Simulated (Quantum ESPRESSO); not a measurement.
# Mn3Si (Fm-3m) in Quantum ESPRESSO: notebook

The runs below take Mn3Si through single point, equation of state, with LDA.

Everything below comes from runs of Quantum ESPRESSO 7.5. Logs are shortened: lines on timing, memory, paths and dates and some standing lists are left out, and cuts for length are marked.

## (1) Starting point

The structure is cubic, space group Fm-3m (No. 225). The conventional cell has a = 5.722 Å, b = 5.722 Å, c = 5.722 Å, α = 90.00°, β = 90.00°, γ = 90.00°. Mn (site symmetry -43m) has 4 Mn at 2.48 Å and 4 Si at 2.48 Å as nearest neighbours. Mn (site symmetry m-3m) is surrounded by 8 Mn at 2.48 Å. Around Si (site symmetry m-3m) lie 8 Mn at 2.48 Å.

## (2) Single point, LDA, collinear spin, ferromagnetic start, 11.01 Å³/atom

Contents of pw.in:

```
&CONTROL
  calculation = 'scf'
  prefix = 'pwscf'
  outdir = './tmp'
  pseudo_dir = './pseudo'
  tprnfor = .true.
  tstress = .true.
  disk_io = 'nowf'
/
&SYSTEM
  ibrav = 0
  nat = 4
  ntyp = 2
  ecutwfc = 45
  ecutrho = 360
  nbnd = 37
  occupations = 'smearing'
  smearing = 'fd'
  degauss = 0.00367493
  nspin = 2
  starting_magnetization(1) = 0.2667
  starting_magnetization(2) = 0
/
&ELECTRONS
  conv_thr = 8d-10
  electron_maxstep = 120
  mixing_beta = 0.3
/
ATOMIC_SPECIES
Mn    54.9380 mn_lda_v1.5.uspp.F.UPF
Si    28.0850 si_lda_v1.uspp.F.UPF
CELL_PARAMETERS angstrom
   0.0000000000    2.8025958570    2.8025958570
   2.8025958570    0.0000000000    2.8025958570
   2.8025958570    2.8025958570    0.0000000000
ATOMIC_POSITIONS crystal
Mn     0.7500000000    0.7500000000    0.7500000000
Mn     0.2500000000    0.2500000000    0.2500000000
Mn     0.5000000000    0.5000000000    0.5000000000
Si     0.0000000000    0.0000000000    0.0000000000
K_POINTS automatic
8 8 8 0 0 0
```

Potentials or basis: GBRV 1.5 LDA.

The run is started by

```bash
$ OMP_NUM_THREADS=1 mpirun -n 2 pw.x -nk 2 -in pw.in > pw.out
```

pw.out:

```text
This program is part of the open-source Quantum ESPRESSO suite
     for quantum simulation of materials; please cite
         "P. Giannozzi et al., J. Phys.:Condens. Matter 21 395502 (2009);
         "P. Giannozzi et al., J. Phys.:Condens. Matter 29 465901 (2017);
         "P. Giannozzi et al., J. Chem. Phys. 152 154105 (2020);
     in publications or presentations arising from this work. More details at

     Message from routine setup:
     using ibrav=0 with symmetry is DISCOURAGED, use correct ibrav instead

     K-points division:     npool     =       2
     Subspace diagonalization in iterative solution of the eigenvalue problem:
     a serial algorithm will be used

     G-vector sticks info
     --------------------
     sticks:   dense  smooth     PW     G-vecs:    dense   smooth      PW
     Sum        1393     685    211                34327    12039    2085

     Using Slab Decomposition

     bravais-lattice index     =            0
     lattice parameter (alat)  =       7.4899  a.u.
     unit-cell volume          =     297.1037 (a.u.)^3
     number of atoms/cell      =            4
     number of atomic types    =            2
     number of electrons       =        49.00
     number of Kohn-Sham states=           37
     kinetic-energy cutoff     =      45.0000  Ry
     charge density cutoff     =     360.0000  Ry
     scf convergence threshold =      8.0E-10
     mixing beta               =       0.3000
     number of iterations used =            8  plain     mixing
     Exchange-correlation= SLA  PZ   NOGX NOGC
                           (   1   1   0   0   0   0   0)

     celldm(1)=   7.489871  celldm(2)=   0.000000  celldm(3)=   0.000000
     celldm(4)=   0.000000  celldm(5)=   0.000000  celldm(6)=   0.000000

     crystal axes: (cart. coord. in units of alat)
               a(1) = (   0.000000   0.707107   0.707107 )
               a(2) = (   0.707107   0.000000   0.707107 )
               a(3) = (   0.707107   0.707107   0.000000 )

     reciprocal axes: (cart. coord. in units 2 pi/alat)
               b(1) = ( -0.707107  0.707107  0.707107 )
               b(2) = (  0.707107 -0.707107  0.707107 )
               b(3) = (  0.707107  0.707107 -0.707107 )

     PseudoPot. # 1 for Mn read from file:
     mn_lda_v1.5.uspp.F.UPF
     Pseudo is Ultrasoft + core correction, Zval = 15.0
     Generated by new atomic code, or converted to UPF format
     Using radial grid of  859 points,  6 beta functions with:
                l(1) =   0
                l(2) =   0
                l(3) =   1
                l(4) =   1
                l(5) =   2
                l(6) =   2
     Q(r) pseudized with  8 coefficients,  rinner =    0.950   0.950   0.950
                                                       0.950   0.950

     PseudoPot. # 2 for Si read from file:
     si_lda_v1.uspp.F.UPF
     Pseudo is Ultrasoft + core correction, Zval =  4.0
     Generated by new atomic code, or converted to UPF format
     Using radial grid of  899 points,  6 beta functions with:
                l(1) =   0
                l(2) =   0
                l(3) =   1
                l(4) =   1
                l(5) =   2
                l(6) =   2
     Q(r) pseudized with  8 coefficients,  rinner =    0.900   0.900   0.900
                                                       0.900   0.900

     atomic species   valence    mass     pseudopotential
     Mn               15.00    54.93800     Mn( 1.00)
     Si                4.00    28.08500     Si( 1.00)

     Starting magnetic structure
     atomic species   magnetization
     Mn              0.267
     Si              0.000

     48 Sym. Ops., with inversion, found

   Cartesian axes

     site n.     atom                  positions (alat units)
         1        Mn     tau(   1) = (   1.0606602   1.0606602   1.0606602  )
         2        Mn     tau(   2) = (   0.3535534   0.3535534   0.3535534  )
         3        Mn     tau(   3) = (   0.7071068   0.7071068   0.7071068  )
         4        Si     tau(   4) = (   0.0000000   0.0000000   0.0000000  )

     number of k points=    29  Fermi-Dirac smearing, width (Ry)=  0.0037
                       cart. coord. in units 2pi/alat
        k(    1) = (   0.0000000   0.0000000   0.0000000), wk =   0.0019531
        k(    2) = (   0.0883883   0.0883883  -0.0883883), wk =   0.0156250
        k(    3) = (   0.1767767   0.1767767  -0.1767767), wk =   0.0156250
        k(    4) = (   0.2651650   0.2651650  -0.2651650), wk =   0.0156250
        k(    5) = (  -0.3535534  -0.3535534   0.3535534), wk =   0.0078125
        k(    6) = (   0.1767767   0.0000000   0.0000000), wk =   0.0117188
[... 21 lines left out ...]
        k(   28) = (  -0.7071068   0.1767767  -0.0000000), wk =   0.0234375
        k(   29) = (  -0.7071068   0.3535534   0.0000000), wk =   0.0117188

     Dense  grid:    34327 G-vectors     FFT dimensions: (  45,  45,  45)

[... 69 lines left out ...]
    14.6932  15.0123  15.3215  15.4411  15.6502  17.3395  17.6597  17.6900
    17.9852  18.0903  18.9599  19.1318  20.6641  20.7362  21.0669  23.8888
    24.8904  24.9349  26.2671  27.0501  29.9425
[... 35 lines left out ...]
   -61.6612 -59.9658 -59.9626 -30.8194 -30.8045 -30.8044 -29.2067 -29.1732
   -29.1281 -29.1263 -29.0895 -29.0731   9.2292  12.2607  12.8761  13.8653
    14.5787  15.2591  15.6776  15.7611  16.6227  16.8589  16.9092  17.4339
    17.6840  17.7213  18.7131  18.9195  19.2242  19.8577  20.0862  24.1722
    25.7729  26.5003  27.6652  28.7718  29.2715

          k =-0.7071 0.1768-0.0000 (  1520 PWs)   bands (ev):

   -61.6608 -59.9689 -59.9599 -30.8236 -30.8175 -30.7896 -29.2247 -29.1729
   -29.1560 -29.0934 -29.0783 -29.0695   9.3551  12.0425  13.3636  14.0049
    14.7750  15.3902  15.4199  15.5818  16.3420  16.5956  17.1685  17.4406
    17.6674  18.1584  18.2828  18.6483  19.2325  19.4369  19.7136  23.9016
    24.7696  27.8118  28.6338  30.6624  30.9288

          k =-0.7071 0.3536 0.0000 (  1540 PWs)   bands (ev):

   -61.6608 -59.9644 -59.9644 -30.8238 -30.8033 -30.8033 -29.2197 -29.1779
   -29.1251 -29.1251 -29.0740 -29.0738   9.4223  12.6393  12.6393  13.7751
    14.5992  15.4775  15.5577  15.5577  16.7299  16.7299  16.7744  17.6653
    17.6698  17.9114  18.3383  18.3383  19.4301  19.6456  19.6456  25.0879
    25.9155  26.4918  26.4918  30.7371  31.2801

 ------ SPIN DOWN ----------

          k = 0.0000 0.0000 0.0000 (  1459 PWs)   bands (ev):

   -60.4742 -60.4286 -59.3914 -29.6632 -29.6632 -29.6632 -29.5927 -29.5927
   -29.5927 -28.5685 -28.5685 -28.5685   6.7429  13.9158  13.9158  13.9158
    14.3298  14.3298  16.4048  16.4048  16.4048  18.2751  18.2751  18.2751
    18.9405  18.9405  19.4406  19.4406  22.2417  22.8182  22.8182  22.8182
    24.8281  24.8281  24.8281  28.1671  28.1671

          k = 0.0884 0.0884-0.0884 (  1495 PWs)   bands (ev):
[... 145 lines left out ...]
   -60.4494 -60.4445 -59.4007 -29.7250 -29.7169 -29.6752 -29.5836 -29.5647
   -29.5396 -28.5862 -28.5513 -28.5441   9.4267  12.3074  12.9924  14.4822
    14.6374  15.6830  15.9818  16.2701  16.3985  16.9024  17.0618  17.4451
    18.6378  18.7819  19.3458  19.3635  19.4280  19.6007  19.6554  23.5202
    26.1148  27.7891  28.1660  29.1617  29.4306

          k =-0.7071 0.0000 0.0000 (  1524 PWs)   bands (ev):

   -60.4530 -60.4406 -59.4010 -29.7384 -29.7384 -29.6927 -29.5477 -29.5477
   -29.5357 -28.6065 -28.5397 -28.5397   9.3839  11.8131  14.1419  14.2070
    15.3340  15.3340  15.8482  15.9507  15.9507  17.4045  17.4045  17.8832
    18.1504  18.8454  18.8852  19.3462  19.3913  19.3913  19.4125  23.2315
    24.4049  30.0730  30.5707  30.5887  30.7984

          k = 0.3536 0.1768 0.0000 (  1520 PWs)   bands (ev):

   -60.4612 -60.4364 -59.3968 -29.7061 -29.6842 -29.6460 -29.6052 -29.5862
   -29.5620 -28.5820 -28.5555 -28.5550   8.0655  12.5289  13.9892  14.2044
    14.9446  15.3906  15.4355  16.1596  16.5427  17.0703  17.3110  17.7654
    18.9170  18.9566  19.2702  19.3644  21.0182  21.0707  21.1540  23.9747
    24.9091  25.0735  26.3117  27.2098  30.1513
[... 35 lines left out ...]
   -60.4493 -60.4450 -59.4002 -29.7307 -29.6835 -29.6424 -29.6395 -29.5640
   -29.5449 -28.5693 -28.5670 -28.5452   9.2797  12.4059  12.9684  14.1994
    14.7711  15.7690  16.0032  16.1996  16.6488  16.7355  16.9201  17.3234
    18.7953  19.0370  19.1358  19.3080  19.4813  19.9674  20.0528  24.2042
    25.8930  26.5678  27.7925  28.7514  29.4781

          k =-0.7071 0.1768-0.0000 (  1520 PWs)   bands (ev):

   -60.4512 -60.4424 -59.4010 -29.7432 -29.7120 -29.6878 -29.5774 -29.5460
   -29.5374 -28.5950 -28.5481 -28.5399   9.4364  12.0596  13.5832  14.1352
    15.0512  15.6926  15.7526  16.0611  16.2447  17.0149  17.2972  17.8030
    18.3803  18.8151  19.1199  19.2217  19.3019  19.4019  19.6469  23.8104
    25.0238  28.0761  28.6680  30.6161  30.9775

          k =-0.7071 0.3536 0.0000 (  1540 PWs)   bands (ev):

   -60.4468 -60.4468 -59.4010 -29.7472 -29.6836 -29.6464 -29.6464 -29.5417
   -29.5417 -28.5701 -28.5701 -28.5402   9.4916  12.7224  12.7224  14.0175
    14.8842  15.8346  15.8346  16.2041  16.5908  16.5908  17.2054  17.4879
    18.9094  18.9094  18.9936  19.0446  19.3350  19.3350  19.8377  25.1133
    26.0645  26.6216  26.6216  30.6447  31.3855

     the Fermi energy is    17.9757 ev

!    total energy              =    -643.31336206 Ry
     estimated scf accuracy    <          6.3E-10 Ry
     smearing contrib. (-TS)   =      -0.00285262 Ry
     internal energy E=F+TS    =    -643.31050944 Ry

     The total energy is F=E-TS. E is the sum of the following terms:
     one-electron contribution =    -289.62650232 Ry
     hartree contribution      =     173.65975582 Ry
     xc contribution           =     -83.29435338 Ry
     ewald contribution        =    -444.04940956 Ry

     total magnetization       =     1.19 Bohr mag/cell
     absolute magnetization    =     3.09 Bohr mag/cell

     convergence has been achieved in  30 iterations

     Forces acting on atoms (cartesian axes, Ry/au):

     atom    1 type  1   force =    -0.00000000   -0.00000000    0.00000000
     atom    2 type  1   force =    -0.00000000    0.00000000   -0.00000000
     atom    3 type  1   force =     0.00000000   -0.00000000   -0.00000000
     atom    4 type  2   force =     0.00000000    0.00000000    0.00000000

     Total force =     0.000000     Total SCF correction =     0.000000

     Computing stress (Cartesian axis) and pressure

          total   stress  (Ry/bohr**3)                   (kbar)     P=     -137.13
  -0.00093221   0.00000000   0.00000000         -137.13        0.00        0.00
   0.00000000  -0.00093221   0.00000000            0.00     -137.13        0.00
   0.00000000   0.00000000  -0.00093221            0.00        0.00     -137.13

=------------------------------------------------------------------------------=
   JOB DONE.
=------------------------------------------------------------------------------=
```

It took 62 s on 2 MPI ranks of Arm Neoverse V2, shared host; peak memory 0.28 GiB.

What came out:

* Free energy: -8752.7242 eV
* Pressure: -13.7 GPa
* Band gap on the k mesh: none (metal or under the smearing width)
* Net moment: 1.19 μB per cell
* Absolute moment: 3.09 μB per cell
* Site moments: Mn -0.45, +2.00; Si +0.03 μB
* Valence electrons inside the program's atomic spheres: Mn 13.36, 13.28; Si 2.09

## (3) Single point, LDA, collinear spin, ferromagnetic start, 11.24 Å³/atom

pw.in: that of step 2 with these lines changed.

```diff
@@ -32,5 +32,5 @@
 CELL_PARAMETERS angstrom
-   0.0000000000    2.8025958570    2.8025958570
-   2.8025958570    0.0000000000    2.8025958570
-   2.8025958570    2.8025958570    0.0000000000
+   0.0000000000    2.8223330979    2.8223330979
+   2.8223330979    0.0000000000    2.8223330979
+   2.8223330979    2.8223330979    0.0000000000
 ATOMIC_POSITIONS crystal
```

Potentials or basis: GBRV 1.5 LDA.

The run is started by

```bash
$ OMP_NUM_THREADS=1 mpirun -n 2 pw.x -nk 2 -in pw.in > pw.out
```

Run time: 97 s. Hardware: 2 MPI ranks of Arm Neoverse V2, shared host; peak memory 0.3 GiB.

It converged, with:

```yaml
Free_energy: -8752.6350 eV
Pressure: -17.3 GPa
Band_gap_on_the_k_mesh: none (metal or under the smearing width)
Net_moment: 1.11 μB per cell
Absolute_moment: 3.47 μB per cell
Site_moments: Mn -0.55, +2.14; Si +0.03 μB
Valence_electrons_inside_the_program's_atomic_spheres: Mn 13.37, 13.30; Si 2.11
```

## (4) Single point, LDA, collinear spin, ferromagnetic start, 11.47 Å³/atom

pw.in: that of step 3 with these lines changed.

```diff
@@ -32,5 +32,5 @@
 CELL_PARAMETERS angstrom
-   0.0000000000    2.8223330979    2.8223330979
-   2.8223330979    0.0000000000    2.8223330979
-   2.8223330979    2.8223330979    0.0000000000
+   0.0000000000    2.8417980792    2.8417980792
+   2.8417980792    0.0000000000    2.8417980792
+   2.8417980792    2.8417980792    0.0000000000
 ATOMIC_POSITIONS crystal
```

The run is started by

```bash
$ OMP_NUM_THREADS=1 mpirun -n 2 pw.x -nk 2 -in pw.in > pw.out
```

It took 1.7 min on 2 MPI ranks of Arm Neoverse V2, shared host; peak memory 0.3 GiB.

The run converged. Its results:

* Free energy: -8752.5257 eV
* Pressure: -20.5 GPa
* Band gap on the k mesh: none (metal or under the smearing width)
* Net moment: 1.06 μB per cell
* Absolute moment: 3.79 μB per cell
* Site moments: Mn -0.64, +2.27; Si +0.03 μB
* Valence electrons inside the program's atomic spheres: Mn 13.39, 13.31; Si 2.12

## (5) Single point, LDA, collinear spin, ferromagnetic start, 11.71 Å³/atom

pw.in: that of step 4 with these lines changed.

```diff
@@ -32,5 +32,5 @@
 CELL_PARAMETERS angstrom
-   0.0000000000    2.8417980792    2.8417980792
-   2.8417980792    0.0000000000    2.8417980792
-   2.8417980792    2.8417980792    0.0000000000
+   0.0000000000    2.8610000000    2.8610000000
+   2.8610000000    0.0000000000    2.8610000000
+   2.8610000000    2.8610000000    0.0000000000
 ATOMIC_POSITIONS crystal
```

The run is started by

```bash
$ OMP_NUM_THREADS=1 mpirun -n 2 pw.x -nk 2 -in pw.in > pw.out
```

Wall time 2.5 min (2 MPI ranks of Arm Neoverse V2, shared host); peak memory 0.3 GiB.

The run converged. Its results:

```
Free energy                                           : -8752.3986 eV
Pressure                                              : -23.4 GPa
Band gap on the k mesh                                : none (metal or under the smearing width)
Net moment                                            : 1.04 μB per cell
Absolute moment                                       : 4.06 μB per cell
Site moments                                          : Mn -0.71, +2.38; Si +0.03 μB
Valence electrons inside the program's atomic spheres : Mn 13.40, 13.33; Si 2.14
```

## (6) Single point, LDA, collinear spin, ferromagnetic start, 11.94 Å³/atom

pw.in: that of step 5 with these lines changed.

```diff
@@ -32,5 +32,5 @@
 CELL_PARAMETERS angstrom
-   0.0000000000    2.8610000000    2.8610000000
-   2.8610000000    0.0000000000    2.8610000000
-   2.8610000000    2.8610000000    0.0000000000
+   0.0000000000    2.8799475721    2.8799475721
+   2.8799475721    0.0000000000    2.8799475721
+   2.8799475721    2.8799475721    0.0000000000
 ATOMIC_POSITIONS crystal
```

Potentials or basis: GBRV 1.5 LDA.

The run is started by

```bash
$ OMP_NUM_THREADS=1 mpirun -n 2 pw.x -nk 2 -in pw.in > pw.out
```

Wall time 3.4 min (2 MPI ranks of Arm Neoverse V2, shared host); peak memory 0.3 GiB.

Results (log left out):

- Free energy: -8752.2555 eV
- Pressure: -26.0 GPa
- Band gap on the k mesh: none (metal or under the smearing width)
- Net moment: 1.03 μB per cell
- Absolute moment: 4.29 μB per cell
- Site moments: Mn -0.77, +2.48; Si +0.04 μB
- Valence electrons inside the program's atomic spheres: Mn 13.42, 13.35; Si 2.15

## (7) Single point, LDA, collinear spin, ferromagnetic start, 12.18 Å³/atom

pw.in: that of step 6 with these lines changed.

```diff
@@ -32,5 +32,5 @@
 CELL_PARAMETERS angstrom
-   0.0000000000    2.8799475721    2.8799475721
-   2.8799475721    0.0000000000    2.8799475721
-   2.8799475721    2.8799475721    0.0000000000
+   0.0000000000    2.8986490543    2.8986490543
+   2.8986490543    0.0000000000    2.8986490543
+   2.8986490543    2.8986490543    0.0000000000
 ATOMIC_POSITIONS crystal
```

The run is started by

```bash
$ OMP_NUM_THREADS=1 mpirun -n 2 pw.x -nk 2 -in pw.in > pw.out
```

It took 2.3 min on 2 MPI ranks of Arm Neoverse V2, shared host; peak memory 0.32 GiB.

It converged, with:

```yaml
Free_energy: -8752.0982 eV
Pressure: -28.3 GPa
Band_gap_on_the_k_mesh: none (metal or under the smearing width)
Net_moment: 1.02 μB per cell
Absolute_moment: 4.49 μB per cell
Site_moments: Mn -0.82, +2.57; Si +0.04 μB
Valence_electrons_inside_the_program's_atomic_spheres: Mn 13.44, 13.36; Si 2.17
```

## (8) Single point, LDA, collinear spin, ferromagnetic start, 12.41 Å³/atom

pw.in: that of step 7 with these lines changed.

```diff
@@ -32,5 +32,5 @@
 CELL_PARAMETERS angstrom
-   0.0000000000    2.8986490543    2.8986490543
-   2.8986490543    0.0000000000    2.8986490543
-   2.8986490543    2.8986490543    0.0000000000
+   0.0000000000    2.9171122849    2.9171122849
+   2.9171122849    0.0000000000    2.9171122849
+   2.9171122849    2.9171122849    0.0000000000
 ATOMIC_POSITIONS crystal
```

The run is started by

```bash
$ OMP_NUM_THREADS=1 mpirun -n 2 pw.x -nk 2 -in pw.in > pw.out
```

It took 2.8 min on 2 MPI ranks of Arm Neoverse V2, shared host; peak memory 0.32 GiB.

The run converged. Its results:

| Item | Value |
| --- | --- |
| Free energy | -8751.9283 eV |
| Pressure | -30.3 GPa |
| Band gap on the k mesh | none (metal or under the smearing width) |
| Net moment | 1.01 μB per cell |
| Absolute moment | 4.67 μB per cell |
| Site moments | Mn -0.87, +2.65; Si +0.04 μB |
| Valence electrons inside the program's atomic spheres | Mn 13.45, 13.38; Si 2.18 |

Caveat: the cell as given lies far from equilibrium.

## (9) Equation of state, LDA, collinear spin, ferromagnetic start

Potentials or basis: GBRV 1.5 LDA.

This step only gathers the single runs of the series.

Results:

```yaml
Equilibrium_volume: "10.32 Å³/atom (rough: see the caveat)"
Bulk_modulus: 237 GPa (rough)
```

Energy against volume, from the lowest point:
```tsv
volume (Å³/atom)	energy (meV/atom)
11.007	0.00
11.241	22.30
11.475	49.63
11.709	81.39
11.943	117.18
12.177	156.49
12.412	198.96
```

Caveat: the minimum lies outside the volumes run.
